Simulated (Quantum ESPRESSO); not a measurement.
CuO (Tenorite) under changes of volume

One of the cells (10.135 Å³/atom); the others are scaled copies at fixed shape and fractional positions:

```
Cu O
1.0
     2.34185   -1.71130    0.00000
     2.34185    1.71130    0.00000
    -0.85003    0.00000    5.05787
Cu O
2 2
Direct
  0.50000 0.00000 0.50000
  0.00000 0.50000 0.00000
  0.41840 0.58160 0.75000
  0.58160 0.41840 0.25000
```

- Program: Quantum ESPRESSO 7.5
- Functional: PBE
- Potentials or basis: JTH 2.0 PBE
- Cutoff: 490 eV
- Density cutoff: 2939 eV
- k mesh: 10 × 10 × 5
- Occupations: fermi-dirac, width 0.05 eV
- Spin: no spin polarisation

| volume (Å³/atom) | energy over the lowest point (meV/atom) | largest force (eV/Å) |
| --- | --- | --- |
| 9.527 | 74.25 | 0.074 |
| 9.730 | 48.07 | 0.009 |
| 9.932 | 28.35 | 0.085 |
| 10.135 | 13.99 | 0.155 |
| 10.338 | 4.79 | 0.220 |
| 10.540 | ? | ? |
| 10.743 | 0.00 | 0.336 |

Q: What does the run at 10.540 Å³/atom give?

A: Energy over the lowest point 0.30 meV/atom; largest force 0.279 eV/Å.

Worked out: A Birch-Murnaghan fit of order 3 (a polynomial in V^(-2/3)) to the other rows has its minimum at 10.66 Å³/atom with B0 = V·E''(V) = 167 GPa and B' = 3.9 at fixed shape and positions, which overstates the stiffness. It gives 0.30 meV/atom at 10.540 Å³/atom, against the run's 0.30.

Energies are extrapolated to zero smearing.

Caveats: the cutoff is low for these files, which shifts pressure and relaxed volume; the cutoff lies well under what these potentials need, so the values aren't converged; the run has no spin polarisation, though such a crystal can be magnetic.
